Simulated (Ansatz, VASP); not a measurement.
MgS in VASP and in Ansatz

```
Mg S
1.0
     0.00000    2.83312    2.83312
     2.83312    0.00000    2.83312
     2.83312    2.83312    0.00000
Mg S
1 1
Cartesian
  0.0000 0.0000 0.0000
  4.2497 4.2497 4.2497
```

The cell comes from a database or a generator and needn't be the stable form of this composition.

Alike in both runs: task single point; functional PBEsol; k mesh 4 × 4 × 4; no spin polarisation.

|  | VASP | Ansatz |
| --- | --- | --- |
| version | VASP 6.6.1 | Ansatz 0.2.0 |
| potentials or method | VASP PAW PBE potentials, release 64 (Mg, S) | plane waves, PAW |
| plane-wave cutoff (eV) | 520 | 510 |
| occupations | gaussian, width 0.01 eV | fixed |
| valence electrons in the cell | 8 | 16 |

```tsv
	VASP	Ansatz	Ansatz less VASP
gap on the k mesh at the Fermi level (eV)	3.28	3.28	-0.002
```

The two sets of potentials don't hold the same shells in valence.

Caveats: the k mesh is coarse (spacing up to 0.48 Å⁻¹), so the values aren't converged. A k mesh can miss the band edges. As with any semilocal functional, this PBEsol gap is likely too small.
